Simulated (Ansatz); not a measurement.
We consider skutterudite CoSb3, described by revPBE in Ansatz (PAW).

Numerical settings: plane-wave cutoff 520 eV, 6×6×6 k mesh, Fermi–Dirac smearing 0.01 eV, no spin polarisation, scalar-relativistic PAW data made under PBE.

Cell (relaxed at this level):

```cif
data_Co4Sb12
_chemical_formula_sum 'Co4 Sb12'
_space_group_name_H-M_alt 'P 1'
_space_group_IT_number 1
_cell_length_a 7.93930
_cell_length_b 7.93930
_cell_length_c 7.93930
_cell_angle_alpha 109.471
_cell_angle_beta 109.471
_cell_angle_gamma 109.471
loop_
_space_group_symop_operation_xyz
  'x, y, z'
loop_
_atom_site_label
_atom_site_type_symbol
_atom_site_fract_x
_atom_site_fract_y
_atom_site_fract_z
_atom_site_occupancy
Co1 Co 0.00000 0.00000 0.50000 1
Co2 Co 0.50000 0.50000 0.50000 1
Co3 Co 0.50000 0.00000 0.00000 1
Co4 Co 0.00000 0.50000 0.00000 1
Sb1 Sb 0.84094 0.66612 0.50707 1
Sb2 Sb 0.50707 0.84094 0.66612 1
Sb3 Sb 0.17482 0.84094 0.33388 1
Sb4 Sb 0.49293 0.15906 0.33388 1
Sb5 Sb 0.82518 0.15906 0.66612 1
Sb6 Sb 0.66612 0.50707 0.84094 1
Sb7 Sb 0.66612 0.82518 0.15906 1
Sb8 Sb 0.15906 0.66612 0.82518 1
Sb9 Sb 0.33388 0.49293 0.15906 1
Sb10 Sb 0.33388 0.17482 0.84094 1
Sb11 Sb 0.15906 0.33388 0.49293 1
Sb12 Sb 0.84094 0.33388 0.17482 1
```

Question: Give the computed bulk modulus B0, band gap and pressure derivative B′ of the bulk modulus.

Answer: 
- bulk modulus B0 = 79.9 GPa
- band gap = 0.12 eV
- pressure derivative B′ of the bulk modulus = 4.9

Measured, for comparison: band gap 0.63 eV (temperature not stated, no zero-point or thermal correction; as tabulated in Kim et al. (2020), doi:10.1038/s41597-020-00723-8); bulk modulus 95 ± 5 GPa (room temperature, no zero-point or thermal correction, our sources range from 85.0 to 95.0; as tabulated in Alexeev et al. (2016), arXiv:1601.07731). Computed (rounded) less measured: bulk modulus -16 % (-6 % to -16 % over the range).

Note: the bulk modulus comes from volumes at which shape and atoms were relaxed.

Spin–orbit coupling is not included; it can close the smallest gap of 0.12 eV.

The computed numbers hold no vibrational or temperature effects.

Ansatz is a program for electronic structure.
